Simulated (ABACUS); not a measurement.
**Pb in ABACUS: the effect of strain along c**

Pb:

```xyz
1
Lattice="2.7997 1.6164 1.0744 -2.7997 1.6164 1.0744 0.0000 -3.2328 1.0744" Properties=species:S:1:pos:R:3 pbc="T T T"
Pb    0.0000    0.0000    0.0000
```

The cell isn't the ideal one: cell strained by -0.06 along c.

Alike in all runs:

* Program: ABACUS 3.10.1
* Task: single point
* Functional: PBE
* Potentials or basis: PseudoDojo NC SR 0.4.1 PBE standard
* Cutoff: 857 eV
* Density cutoff: 3429 eV
* Basis: plane waves
* k mesh: 6 × 6 × 6
* Occupations: fermi-dirac, width 0.05 eV
* Spin: no spin polarisation
* Radial cutoff of the potentials (pseudo_rcut): 7 bohr
* SCF threshold on the density: 1e-08
* Max SCF steps: 100
* Eigensolver: dav
* Mixing: broyden
* Mixing share: 0.7

```csv
strain along c,pressure (GPa)
-0.06,4.4
-0.03,2.4
0,?
0.03,-0.2
0.06,-1.2
```

Question: What does the run with strain along c 0 give?

Answer: Pressure 0.9 GPa.

Worked out: A parabola through the other rows of the pressure, of slope -46 GPa per unit of strain along c there, gives 0.9 GPa, against the run's 0.9.

Caveats: all runs use coarse meshes.
